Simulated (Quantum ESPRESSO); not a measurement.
# Au: phonons at U under several settings

```xyz
1
Lattice="0.0000 2.0350 2.0350 2.0350 0.0000 2.0350 2.0350 2.0350 0.0000" Properties=species:S:1:pos:R:3 pbc="T T T"
Au    0.0000    0.0000    0.0000
```

All runs used Quantum ESPRESSO 7.5; k mesh 9 × 9 × 9; relaxed cell; no spin polarisation; occupations cold, width 0.2 eV.

```csv
level,potentials,cutoff (eV),volume (Å³/atom),pressure (GPa),frequencies (cm⁻¹)
LDA,PseudoDojo 0.4.1 SR LDA standard,871,16.44,-0.4,114i 90i 87i
PBE,PseudoDojo 0.4.1 SR PBE standard,1034,17.90,0.1,101 134 166
revPBE,PseudoDojo 0.4.1 SR PBE standard,1034,18.24,0.1,123 159 186
BLYP,PseudoDojo 0.4.1 SR PBE standard,1034,19.31,0.3,124 166 187
PW91,PseudoDojo 0.4.1 SR PBE standard,1034,?,0.1,?
```

What stands in the row left open?

Volume 17.93 Å³/atom; frequencies 112 146 177 cm⁻¹.

Values marked i are imaginary: the cell is unstable against those modes at that level, or the meshes are too thin.

Caveats: the mesh is thin for the phonons of a metal; the q point doesn't lie on the k mesh, which can shift a metal's frequencies strongly unless the mesh is converged; the potentials were made for another functional, which shifts forces and pressure (some runs); some modes are imaginary (some runs).

For the row left open. Caveat: the mesh is thin for the phonons of a metal; the potentials were made for another functional, which shifts forces and pressure; the q point doesn't lie on the k mesh, which can shift a metal's frequencies strongly unless the mesh is converged.
